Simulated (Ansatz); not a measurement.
# BN: a tetragonal deformation path

One table from this session's results is given with a row withheld; the runs are named, their logs left out.

Method: DFT PBE, scalar-relativistic, plane waves, PAW, in Ansatz 0.2.0.

## Starting point

Symmetry: F-43m, No. 216, cubic system. The conventional cell has a = 3.626 Å, b = 3.626 Å, c = 3.626 Å, α = 90.00°, β = 90.00°, γ = 90.00°. Around B (site symmetry -43m) lie 4 N at 1.57 Å. N (site symmetry -43m) is surrounded by 4 B at 1.57 Å.

As a file:

```
CELL_PARAMETERS angstrom
0.00000 1.81300 1.81300
1.81300 0.00000 1.81300
1.81300 1.81300 0.00000
ATOMIC_POSITIONS crystal
B 0.00000 0.00000 0.00000
N 0.75000 0.75000 0.75000
```

It goes back to an entry of the Materials Project, which need not be the stable form.

The cell is taken as given, not relaxed at this level.

The first run:

At fixed volume and fractional coordinates, lengths along (0.000, 0.000, 1.000) are scaled against those across it; ρ is that ratio over its starting value.

Input file input.yaml:

```yaml
crystal:
  lattice:
    - [0.0, 2.0351272637, 1.4388349754]
    - [2.0351272637, 0.0, 1.4388349754]
    - [2.0351272637, 2.0351272637, 0.0]
  atoms:
    - { symbol: B, position: [0.0, 0.0, 0.0] }
    - { symbol: "N", position: [0.75, 0.75, 0.75] }
basis:
  ecutwfc: 420
kpoints:
  mp_grid: { grid: [12, 12, 12] }
hamiltonian:
  xc: pbe
scf:
  occupations: { method: gaussian, width: 0.05 }
output:
  forces: true
  stress: true
  eigenvalues: true
```

Steps of the session up to this table: ρ = 0.707; At ρ = 1.414; ρ = 0.850; ρ = 1.200; ρ = 0.780; Point ρ = 1.300; ρ = 0.920; Point ρ = 1.100; ρ = 0.650; At ρ = 1.500; ρ = 0.960; Point ρ = 1.050.

One table of the session follows, with a row left open; its other results are not shown here.

| ρ | ΔE (meV/atom) | pressure (GPa) | gap on the mesh (eV) |
| --- | --- | --- | --- |
| 0.650 | 955.9 | -6.4 | 0.00 |
| 0.707 | 657.4 | -4.5 | 0.79 |
| 0.780 | 367.2 | -2.4 | 1.31 |
| 0.850 | 170.4 | -1.1 | 2.10 |
| 0.920 | 48.4 | -0.5 | 3.11 |
| 0.960 | 12.1 | -0.4 | 3.76 |
| 1.000 | 0.0 | -0.4 | 4.46 |
| 1.050 | 18.7 | -0.4 | 4.02 |
| 1.100 | ? | ? | ? |
| 1.200 | 293.4 | 0.0 | 2.79 |
| 1.300 | 643.7 | 1.3 | 1.93 |
| 1.414 | 1183.7 | 4.3 | 0.87 |
| 1.500 | 1675.3 | 7.7 | 0.00 |

Q: Estimate the row for ρ = 1.100 from the others.

Worked estimate for «ΔE (meV/atom)». A straight line through the neighbours (1.050, 18.7) and (1.200, 293.4) gives 18.7 + (293.4 − 18.7) × (1.100 − 1.050) / (1.200 − 1.050) = 110.3; a parabola fitted to 4 rows on both sides gives 77.0.

**Answer.** ΔE (meV/atom): 74.7; pressure (GPa): -0.4; gap on the mesh (eV): 3.60. In «ΔE (meV/atom)» the line misses by +35.6 and the parabola by +2.3.

Where the gap reads zero, the mesh chosen for the insulator is on the coarse side.

Caveats from the session: Spin polarisation is off in the runs that give these values; a magnetic solution could lie lower.
